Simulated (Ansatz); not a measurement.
# Cd: other elements on the same sites

One table from this session's results is given with a row withheld; the runs are named, their logs left out.

Program: Ansatz 0.2.0. Level of theory: DFT PBEsol, scalar-relativistic, plane waves, PAW. These are calculated values, not measurements.

1 further run of the same task is left out (set aside as unsound or not needed). Runs told in other sessions of the task aren't counted.

**The system as given**

Symmetry: P6_3/mmc, No. 194, hexagonal system. Conventional cell: a = 2.944 Å, b = 2.944 Å, c = 5.610 Å, α = 90.00°, β = 90.00°, γ = 120.00°. Around Cd (site symmetry -6m2) lie 12 Cd at 2.94 to 3.28 Å.

Coordinates:

```xyz
2
Lattice="2.9442 0.0000 0.0000 -1.4721 2.5498 0.0000 0.0000 0.0000 5.6103" Properties=species:S:1:pos:R:3 pbc="T T T"
Cd    0.0000    1.6998    1.4026
Cd    1.4721    0.8499    4.2077
```

It is the result of an earlier relaxation at this level (volume 21.06 Å³/atom; gap on the mesh: none (metal)).

Set-up of the first run:

Input file input.yaml:

```yaml
crystal:
  lattice:
    - [2.7757455596, 0.0, 0.0]
    - [-1.3878727798, 2.4038661691, 0.0]
    - [0.0, 0.0, 5.289291639]
  atoms:
    - { symbol: Fe, position: [0.3333333333, 0.6666666667, 0.25], spin: 4.0 }
    - { symbol: Fe, position: [0.6666666667, 0.3333333333, 0.75], spin: 4.0 }
basis:
  ecutwfc: 420
kpoints:
  mp_grid: { grid: [6, 6, 4] }
hamiltonian:
  xc: pbesol
scf:
  occupations: { method: gaussian, width: 0.1 }
  lower_state_search: "off"
output:
  forces: true
  stress: true
  eigenvalues: true
  populations: true
magnetization:
  spin_polarized: true
```

On the command line:

```
> ansatz run input.yaml --threads 1 --pin off --max-ram 2560MiB --backend cpu --events-out ev --progress --plain --runs-dir out
```

Steps of the session up to this table: A first look at the start (Fe); Rough relaxation on the coarse mesh (Fe); The relaxation (Fe).

One of the session's tables, all rows but one given; the rest of the session is left out.

It belongs to the step «The crystals compared». Lengths are those of the vectors of the cell that was run:

| swap | volume (Å³/atom) | a (Å) | b (Å) | c (Å) |
| --- | --- | --- | --- | --- |
| none | 21.06 | 2.944 | 2.944 | 5.610 |
| Cd → Ag | 16.70 | 2.867 | 2.867 | 4.692 |
| Cd → Pb | 29.89 | 3.456 | 3.456 | 5.780 |
| Cd → Sn | 26.26 | 3.329 | 3.329 | 5.472 |
| Cd → Sr | 52.56 | 4.196 | 4.196 | 6.893 |
| Cd → Co | 10.37 | 2.456 | 2.456 | 3.970 |
| Cd → Fe | ? | ? | ? | ? |

**Question.** Estimate the row for Cd → Fe.

The run gave: volume (Å³/atom): 9.81; a (Å): 2.429; b (Å): 2.429; c (Å): 3.842. In the column «volume (Å³/atom)» it is the lowest.

Lengths are those of the computed cell. Rows of earlier swaps come from the sessions before.

To keep in mind: Warnings in the runs' records: seeded moment not kept.
